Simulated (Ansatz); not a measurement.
Theory: Ansatz 0.2.0, DFT PBE, scalar-relativistic, plane waves, PAW. All cells share a 420 eV cutoff and Γ-centred k meshes spaced at most about 0.3 Å⁻¹ (about 0.25 or finer for metals, 2π included). No spin polarisation.

Each guess is relaxed in cell and atoms at zero pressure, on a coarse mesh first where it starts far from rest and then on a converged one. The steps can't lower the symmetry of the start, but it can rise. Energies are static (0 K, no zero-point motion).

Two unrelaxed guesses for Si₄O:

A.

```
CELL_PARAMETERS angstrom
4.84988 0.00000 0.00000
0.00000 4.84988 0.00000
0.00000 0.00000 3.13806
ATOMIC_POSITIONS crystal
Si 0.68120 0.68459 0.50000
Si 0.31880 0.31541 0.50000
Si 0.31541 0.68120 0.50000
Si 0.68459 0.31880 0.50000
O 0.50000 0.50000 0.00000
```

B.

```
CELL_PARAMETERS angstrom
-2.80023 2.80023 2.80023
2.80023 -2.80023 2.80023
2.80023 2.80023 -2.80023
ATOMIC_POSITIONS crystal
Si 0.34960 0.34960 0.34960
Si 0.65040 0.00000 0.00000
Si 0.00000 0.00000 0.65040
Si 0.00000 0.65040 0.00000
O 0.00000 0.00000 0.00000
```

Problem. Do they relax into the same structure? If not, which is lower?

Solution. No. A ends lower, by 71 meV/atom. A: P4/m at 14.8 Å³/atom → P4/m at 13.5 Å³/atom; B: I-43m at 17.6 Å³/atom → I-43m at 15.2 Å³/atom. Counting Si atoms around O (those within 1.25 times the shortest such distance or 1.15 times the sum of covalent radii, 1.27 where that leaves under three; the shortest distance is added where it exceeds 1.18 times the sum of covalent radii), the end of A has O 8 from 2.4 Å and the end of B has O 4. The end of A holds Si–Si bonds in all directions (shortest 2.46 Å); in the end of B the shortest Si–Si distance is 2.72 Å, near bonding range too. End of A. Conventional cell: a = 5.146 Å, c = 2.547 Å. Si has 2 O at 2.40 Å, 5 Si at 2.46–2.55 Å and 2 Si at 2.87 Å; O has 8 Si at 2.40 Å and 2 O at 2.55 Å. End of B. Conventional cell: a = 5.343 Å. Si has 1 O at 1.99 Å; O has 4 Si at 1.99 Å.

Ends held by symmetry can be saddle points. Neither end is the lowest form computed: that has space group I4/mmm (No. 139) and lies 238 meV/atom below the better end. Even the lowest of the cells shown lies +0.26 eV/atom against the elements. Some structure types and database cells were kept out of the candidates from the start, so a known form may be missing.
